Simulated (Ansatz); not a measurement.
Mg2Ge, space group Fm-3m, a convergence test of the plane-wave cutoff

Program: the Ansatz DFT code, driven from Python.

Run as a notebook:

```python
import ansatz as az
import numpy as np
import pandas as pd

vectors = np.array([
    [0.0, 3.189, 3.189],
    [3.189, 0.0, 3.189],
    [3.189, 3.189, 0.0],
])
system = (
    az.Lattice.of(vectors)
    .atom("Mg", (0.25, 0.25, 0.25))
    .atom("Mg", (0.75, 0.75, 0.75))
    .atom("Ge", (0.0, 0.0, 0.0))
)
```

```python
model = (
    system.calculation()
    .mixing("broyden", preconditioner="kerker_dos")
    .functional("PBEsol")
    .scf(max_iterations=150)
    .occupations("gaussian", width=0.01)
    .kpoints(6, 6, 6, center="gamma")
)
```

```python
rows = []
for value in [300, 375, 450, 525, 600]:
    r = model.basis(value).run(threads=1, backend="cpu").report
    rows.append((value, r["free_energy_ev"] / len(r["lattice"]["sites"]), r["n_iterations"], r["n_pw"]))
```

    DeckWarning: basis.ecutwfc = 300 eV is below the records' recommended 420 eV, and the density's cutoff is lower with it unless basis.ecutrho_ratio is high enough to keep the records' density cutoff: compare with a run at a higher cutoff
    DeckWarning: basis.ecutwfc = 375 eV is below the records' recommended 420 eV, and the density's cutoff is lower with it unless basis.ecutrho_ratio is high enough to keep the records' density cutoff: compare with a run at a higher cutoff

```python
table = pd.DataFrame(rows, columns=["cutoff (eV)", "F/atom (eV)", "iterations", "plane waves"])
table.round(5)
```

       cutoff (eV)  F/atom (eV)  iterations  plane waves
    0          300  -2692.75239           7          749
    1          375  -2692.80840           7         1067
    2          450  -2692.80922           8         1411
    3          525  -2692.80950           8         1807
    4          600  -2692.80954           8         2109

```python
for row in rows[:-1]:
    shift = 1000 * (row[1] - rows[-1][1])
    print(f"{row[0]}: {shift:+.2f} meV/atom" + ("  (within 5 meV)" if abs(shift) < 5 else ""))
```

    300: +57.16 meV/atom
    375: +1.14 meV/atom  (within 5 meV)
    450: +0.33 meV/atom  (within 5 meV)
    525: +0.04 meV/atom  (within 5 meV)

From 375 eV on it stays within 5 meV an atom of the value at 600 eV; the first row (300 eV) is off by 57.2 meV and the last but one by 0.04 meV. The energy falls steadily, as expected when plane waves are added.

Caveats:
- Of the deposited cell: the entry's cell lengths or inner coordinates differ somewhat from later room-temperature determinations.
- The starting cell is as deposited in a crystallographic database; the results hold for this polymorph, which needn't be the stable one.
- Warnings are shown shortened and without file and line.
- Shifts are counted from the last row, which is itself no proven limit.
- Wall time of the script: 5.6 s on 1 thread of Arm Neoverse V2 (shared host), peak memory 0.44 GiB.

(Lines on the test bed's own set-up are left out of the output.)
